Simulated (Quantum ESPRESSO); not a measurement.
# KBr (Pm-3m) in Quantum ESPRESSO: equation of state, part 2 of 2

Quantum ESPRESSO 7.5.

## 3. Single point, PBE, 31.73 Å³/atom

Contents of pw.in:

```
&CONTROL
  calculation = 'scf'
  prefix = 'pwscf'
  outdir = './tmp'
  pseudo_dir = './pseudo'
  tprnfor = .true.
  tstress = .true.
  disk_io = 'nowf'
/
&SYSTEM
  ibrav = 0
  nat = 2
  ntyp = 2
  ecutwfc = 60
  ecutrho = 480
  nbnd = 14
  occupations = 'smearing'
  smearing = 'fd'
  degauss = 0.00367493
/
&ELECTRONS
  conv_thr = 4d-10
  electron_maxstep = 120
  mixing_beta = 0.5
/
ATOMIC_SPECIES
Br    79.9040 br_pbe_v1.4.uspp.F.UPF
K     39.0983 K.pbe-spn-kjpaw_psl.1.0.0.UPF
CELL_PARAMETERS angstrom
   3.9888504225    0.0000000000    0.0000000000
   0.0000000000    3.9888504225    0.0000000000
   0.0000000000    0.0000000000    3.9888504225
ATOMIC_POSITIONS crystal
Br     0.5000000000    0.5000000000    0.5000000000
K      0.0000000000    0.0000000000    0.0000000000
K_POINTS automatic
7 7 7 0 0 0
```

Potentials or basis: SSSP 1.3 efficiency PBE.

Command:

```sh
$ OMP_NUM_THREADS=1 pw.x -in pw.in > pw.out
```

Run time: 23 s. Hardware: 1 thread of Intel Xeon 6975P-C (Granite Rapids), shared host; peak memory 0.33 GiB.

It converged, with:

| Quantity | Value |
| --- | --- |
| Free energy | -2178.3692 eV |
| Pressure | 0.6 GPa |
| Band gap on the k mesh | 4.02 eV, indirect (least direct gap 4.27 eV) |

Caveat: an odd mesh through Γ misses points on the zone boundary, where band edges often lie.

## 4. Single point, PBE, 32.39 Å³/atom

pw.in: that of step 3 with these lines changed.

```diff
@@ -29,5 +29,5 @@
 CELL_PARAMETERS angstrom
-   3.9888504225    0.0000000000    0.0000000000
-   0.0000000000    3.9888504225    0.0000000000
-   0.0000000000    0.0000000000    3.9888504225
+   4.0163606051    0.0000000000    0.0000000000
+   0.0000000000    4.0163606051    0.0000000000
+   0.0000000000    0.0000000000    4.0163606051
 ATOMIC_POSITIONS crystal
```

Potentials or basis: SSSP 1.3 efficiency PBE.

Command:

```sh
$ OMP_NUM_THREADS=1 pw.x -in pw.in > pw.out
```

pw.out:

```text
This program is part of the open-source Quantum ESPRESSO suite
     for quantum simulation of materials; please cite
         "P. Giannozzi et al., J. Phys.:Condens. Matter 21 395502 (2009);
         "P. Giannozzi et al., J. Phys.:Condens. Matter 29 465901 (2017);
         "P. Giannozzi et al., J. Chem. Phys. 152 154105 (2020);
     in publications or presentations arising from this work. More details at

     file K.pbe-spn-kjpaw_psl.1.0.0.UPF: wavefunction(s)  3S renormalized
     Message from routine setup:
     using ibrav=0 with symmetry is DISCOURAGED, use correct ibrav instead

     Subspace diagonalization in iterative solution of the eigenvalue problem:
     a serial algorithm will be used

     G-vector sticks info
     --------------------
     sticks:   dense  smooth     PW     G-vecs:    dense   smooth      PW
     Sum        2209    1101    325                77605    27609    4337

     Using Slab Decomposition

     bravais-lattice index     =            0
     lattice parameter (alat)  =       7.5898  a.u.
     unit-cell volume          =     437.2146 (a.u.)^3
     number of atoms/cell      =            2
     number of atomic types    =            2
     number of electrons       =        16.00
     number of Kohn-Sham states=           14
     kinetic-energy cutoff     =      60.0000  Ry
     charge density cutoff     =     480.0000  Ry
     scf convergence threshold =      4.0E-10
     mixing beta               =       0.5000
[... 79 lines left out ...]

     Dense  grid:    77605 G-vectors     FFT dimensions: (  54,  54,  54)

     Smooth grid:    27609 G-vectors     FFT dimensions: (  40,  40,  40)

     Initial potential from superposition of free atoms

     starting charge      15.9811, renormalised to      16.0000
     Starting wfcs are   12 randomized atomic wfcs +    2 random wfcs
     Checking if some PAW data can be deallocated...

     Self-consistent Calculation

     iteration #  1     ecut=    60.00 Ry     beta= 0.50
     Davidson diagonalization with overlap
     ethr =  1.00E-02,  avg # of iterations =  6.0

     Threshold (ethr) on eigenvalues was too large:
     Diagonalizing with lowered threshold

     Davidson diagonalization with overlap
     ethr =  2.79E-04,  avg # of iterations =  4.9

     total energy              =    -160.09885219 Ry
     estimated scf accuracy    <       0.04355551 Ry
[... 43 lines left out ...]
     iteration #  8     ecut=    60.00 Ry     beta= 0.50
     Davidson diagonalization with overlap
     ethr =  1.43E-11,  avg # of iterations =  2.0

     End of self-consistent calculation

          k = 0.0000 0.0000 0.0000 (  3407 PWs)   bands (ev):

   -26.1419 -10.3249  -9.5665  -9.5665  -9.5665   2.2260   2.2260   2.2260
     6.4188   8.3271   8.3271  12.1455  12.1455  12.1455
[... 93 lines left out ...]
   -26.1122  -9.9658  -9.6771  -9.6771  -9.6724   1.0772   1.0772   1.1026
     9.6426   9.9223   9.9223  11.7340  11.9174  11.9174

     the Fermi energy is     4.5195 ev

!    total energy              =    -160.10745378 Ry
     estimated scf accuracy    <          3.4E-10 Ry
     smearing contrib. (-TS)   =       0.00000000 Ry
     internal energy E=F+TS    =    -160.10745378 Ry

     The total energy is F=E-TS. E is the sum of the following terms:
     one-electron contribution =     -22.43332049 Ry
     hartree contribution      =      17.13131702 Ry
     xc contribution           =     -37.47677841 Ry
     ewald contribution        =     -61.91088957 Ry
     one-center paw contrib.   =     -55.41778233 Ry

     convergence has been achieved in   8 iterations

     Forces acting on atoms (cartesian axes, Ry/au):

     atom    1 type  1   force =     0.00000000    0.00000000    0.00000000
     atom    2 type  2   force =     0.00000000    0.00000000    0.00000000

     Total force =     0.000000     Total SCF correction =     0.000000

     Computing stress (Cartesian axis) and pressure

          total   stress  (Ry/bohr**3)                   (kbar)     P=        2.47
   0.00001682   0.00000000   0.00000000            2.47        0.00        0.00
   0.00000000   0.00001682   0.00000000            0.00        2.47        0.00
   0.00000000   0.00000000   0.00001682            0.00        0.00        2.47

=------------------------------------------------------------------------------=
   JOB DONE.
=------------------------------------------------------------------------------=
```

Run time: 24 s. Hardware: 1 thread of Intel Xeon 6975P-C (Granite Rapids), shared host; peak memory 0.34 GiB.

Results:

```yaml
Free_energy: -2178.3729 eV
Pressure: 0.2 GPa
Band_gap_on_the_k_mesh: 3.95 eV, indirect (least direct gap 4.19 eV)
```

Caveat: an odd mesh through Γ misses points on the zone boundary, where band edges often lie.

## 5. Single point, PBE, 33.06 Å³/atom

pw.in: that of step 4 with these lines changed.

```diff
@@ -29,5 +29,5 @@
 CELL_PARAMETERS angstrom
-   4.0163606051    0.0000000000    0.0000000000
-   0.0000000000    4.0163606051    0.0000000000
-   0.0000000000    0.0000000000    4.0163606051
+   4.0434990000    0.0000000000    0.0000000000
+   0.0000000000    4.0434990000    0.0000000000
+   0.0000000000    0.0000000000    4.0434990000
 ATOMIC_POSITIONS crystal
```

Command:

```sh
$ OMP_NUM_THREADS=1 pw.x -in pw.in > pw.out
```

Run time: 26 s. Hardware: 1 thread of Intel Xeon 6975P-C (Granite Rapids), shared host; peak memory 0.34 GiB.

Results (log left out):

| Quantity | Value |
| --- | --- |
| Free energy | -2178.3737 eV |
| Pressure | -0.1 GPa |
| Band gap on the k mesh | 3.89 eV, indirect (least direct gap 4.12 eV) |

Caveat: an odd mesh through Γ misses points on the zone boundary, where band edges often lie.

## 6. Single point, PBE, 33.72 Å³/atom

pw.in: that of step 5 with these lines changed.

```diff
@@ -29,5 +29,5 @@
 CELL_PARAMETERS angstrom
-   4.0434990000    0.0000000000    0.0000000000
-   0.0000000000    4.0434990000    0.0000000000
-   0.0000000000    0.0000000000    4.0434990000
+   4.0702779195    0.0000000000    0.0000000000
+   0.0000000000    4.0702779195    0.0000000000
+   0.0000000000    0.0000000000    4.0702779195
 ATOMIC_POSITIONS crystal
```

Potentials or basis: SSSP 1.3 efficiency PBE.

Command:

```sh
$ OMP_NUM_THREADS=1 pw.x -in pw.in > pw.out
```

Wall time 26 s (1 thread of Intel Xeon 6975P-C (Granite Rapids), shared host); peak memory 0.35 GiB.

The run converged. Its results:

- Free energy: -2178.3720 eV
- Pressure: -0.4 GPa
- Band gap on the k mesh: 3.83 eV, indirect (least direct gap 4.06 eV)

Caveat: an odd mesh through Γ misses points on the zone boundary, where band edges often lie.

## 7. Single point, PBE, 34.38 Å³/atom

pw.in: that of step 6 with these lines changed.

```diff
@@ -29,5 +29,5 @@
 CELL_PARAMETERS angstrom
-   4.0702779195    0.0000000000    0.0000000000
-   0.0000000000    4.0702779195    0.0000000000
-   0.0000000000    0.0000000000    4.0702779195
+   4.0967090362    0.0000000000    0.0000000000
+   0.0000000000    4.0967090362    0.0000000000
+   0.0000000000    0.0000000000    4.0967090362
 ATOMIC_POSITIONS crystal
```

Command:

```sh
$ OMP_NUM_THREADS=1 pw.x -in pw.in > pw.out
```

It took 26 s on 1 thread of Intel Xeon 6975P-C (Granite Rapids), shared host; peak memory 0.35 GiB.

Results (log left out):

* Free energy: -2178.3681 eV
* Pressure: -0.6 GPa
* Band gap on the k mesh: 3.77 eV, indirect (least direct gap 4.00 eV)

Caveat: an odd mesh through Γ misses points on the zone boundary, where band edges often lie.

## 8. Single point, PBE, 35.04 Å³/atom

pw.in: that of step 7 with these lines changed.

```diff
@@ -29,5 +29,5 @@
 CELL_PARAMETERS angstrom
-   4.0967090362    0.0000000000    0.0000000000
-   0.0000000000    4.0967090362    0.0000000000
-   0.0000000000    0.0000000000    4.0967090362
+   4.1228034279    0.0000000000    0.0000000000
+   0.0000000000    4.1228034279    0.0000000000
+   0.0000000000    0.0000000000    4.1228034279
 ATOMIC_POSITIONS crystal
```

Command:

```sh
$ OMP_NUM_THREADS=1 pw.x -in pw.in > pw.out
```

Run time: 26 s. Hardware: 1 thread of Intel Xeon 6975P-C (Granite Rapids), shared host; peak memory 0.36 GiB.

It converged, with:

```
Free energy            : -2178.3621 eV
Pressure               : -0.9 GPa
Band gap on the k mesh : 3.72 eV, indirect (least direct gap 3.94 eV)
```

Caveat: an odd mesh through Γ misses points on the zone boundary, where band edges often lie.

## 9. Equation of state, PBE

Potentials or basis: SSSP 1.3 efficiency PBE.

No new run: the results of the series are fitted here.

What came out:

```yaml
Equilibrium_volume: 32.93 Å³/atom
Bulk_modulus: 15.7 GPa
Pressure_derivative_of_the_bulk_modulus: 4.9
```

Energy against volume, from the lowest point:
```
volume (Å³/atom)  energy (meV/atom)
          31.072               5.75
          31.733               2.28
          32.394               0.42
          33.055               0.00
          33.716               0.84
          34.378               2.82
          35.039               5.80
```
